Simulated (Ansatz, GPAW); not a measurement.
Given: the input of a run of GPAW 26.7.0 (ASE script) on Cu (Copper). 

run.py

```python
from ase import Atoms
from ase.dft.bandgap import bandgap
from ase.io import write
from ase.units import GPa
from gpaw import GPAW, PW

atoms = Atoms(['Cu'],
              cell=[[0.0, 1.8075, 1.8075],
                    [1.8075, 0.0, 1.8075],
                    [1.8075, 1.8075, 0.0]],
              scaled_positions=[[0.0, 0.0, 0.0]],
              pbc=True)

calc = GPAW(mode=PW(600),
            xc='PBE',
            kpts={'size': (13, 13, 13), 'gamma': True},
            occupations={'name': 'methfessel-paxton', 'order': 0, 'width': 0.02},
            nbands=14,
            convergence={'density': 1e-05, 'energy': 1e-05},
            maxiter=150,
            txt='gpaw.txt')
atoms.calc = calc
energy = atoms.get_potential_energy()
forces = atoms.get_forces()
stress = atoms.get_stress()
calc.write('gs.gpw')
write('result.traj', atoms)
print(f'Energy: {energy:.6f} eV')
print('Forces (eV/A):')
print(forces.round(4))
print('Stress (GPa):', (stress / GPa).round(3))
print('Fermi level:', round(calc.get_fermi_level(), 4), 'eV')
print(f'Gap: {bandgap(calc)[0]:.4f} eV, direct: {bandgap(calc, direct=True)[0]:.4f} eV')
```

Potentials or basis: GPAW PAW data sets (gpaw-data 1.2.1), pw.

The run is started by

```console
$ OMP_NUM_THREADS=1 python run.py
```

Problem. What does the same run look like in Ansatz 0.2.0? Potentials or basis there: all-electron LAPW, scalar-relativistic.

Solution. As run (cutoffs and basis follow the program's own potentials, and thresholds, step limits or extra output files can differ):

input.yaml

```yaml
crystal:
  lattice:
    - [0.0, 1.8075, 1.8075]
    - [1.8075, 0.0, 1.8075]
    - [1.8075, 1.8075, 0.0]
  atoms:
    - { symbol: Cu, position: [0.0, 0.0, 0.0] }
kpoints:
  mp_grid: { grid: [13, 13, 13] }
scf:
  occupations: { method: gaussian, width: 0.02 }
hamiltonian:
  xc: pbe
  pseudopotentials: { kind: all_electron, lapw: { basis_error: 0.001 } }
output:
  forces: true
  stress: true
  eigenvalues: true
```

Potentials or basis: all-electron LAPW, scalar-relativistic.

The run is started by

```sh
$ ansatz run input.yaml --threads 1 --pin off --max-ram 3072MiB --backend cpu --events-out ev --progress --plain --runs-dir out
```

Both were run:

|  | GPAW | Ansatz |
| --- | --- | --- |
| Pressure | 3.1 GPa | 1.7 GPa |

Where Ansatz's input types no cutoff or centring, it takes its own default and a Γ-centred mesh.

The two runs disagree by more than potentials and bases usually give (in gap, levels, pressure or energy); the cause wasn't traced.

Pressure is positive in compression.
